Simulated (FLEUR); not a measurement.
Crystal: La2O3.

```
CELL_PARAMETERS angstrom
3.93078 0.00000 0.00000
-1.96539 3.40415 0.00000
0.00000 0.00000 6.11195
ATOMIC_POSITIONS crystal
La 0.33333 0.66667 0.24624
La 0.66667 0.33333 0.75376
O 0.00000 0.00000 0.00000
O 0.33333 0.66667 0.64589
O 0.66667 0.33333 0.35411
```

The cell is a database's computed one.

| Item | Value |
| --- | --- |
| Program | FLEUR MaX-R8.1 (later development tree) |
| Task | single point |
| Functional | PBEsol |
| Potentials or basis | all-electron |
| Basis | FLAPW |
| Kmax | 4.56 1/bohr |
| k mesh | 8 × 8 × 5 |
| Occupations | fermi-dirac, width 0.05 eV |
| Spin | no spin polarisation |
| Gmax | 14.1 1/bohr |
| Muffin-tin radii | La 2.43, O 1.58 bohr |
| lmax | La 10, O 8 |
| lnonsphr | La 10, O 8 |
| Local orbitals a species | La 5, O 3 |
| Max iterations | 60 |
| Mixing factor | 0.05 |
| Mixer | Anderson |
| Mixer history | 15 |

On this cell: largest force 0.088 eV/Å; band gap on the k mesh 3.80 eV, indirect (least direct gap 3.96 eV).

The same run follows on a disturbed copy (atoms moved at random, drawn with an rms of 0.05 Å):

```
La O
1.0
     3.93078    0.00000    0.00000
    -1.96539    3.40415    0.00000
     0.00000    0.00000    6.11195
La O
2 3
Direct
  0.33947 0.65881 0.24598
  0.67546 0.33874 0.75523
  0.00556 0.00248 0.99664
  0.33621 0.66433 0.65016
  0.67194 0.32665 0.35699
```

Q: What changes?

A: The energy moves by +2.5 meV/atom; largest force 0.260 eV/Å; band gap on the k mesh 3.77 eV, indirect (least direct gap 3.94 eV).

Forces on the atoms (eV/Å):
```
La  -0.051  0.060  0.248
La  -0.014 -0.176 -0.092
O    0.013 -0.049  0.238
O    0.077  0.096 -0.214
O   -0.025  0.070 -0.180
```

Caveats: spin-orbit coupling is left out, which moves the levels of the heavy elements; an odd mesh through Γ misses points on the zone boundary, where band edges often lie; core charge leaks out of the spheres, which shifts energies (some runs).
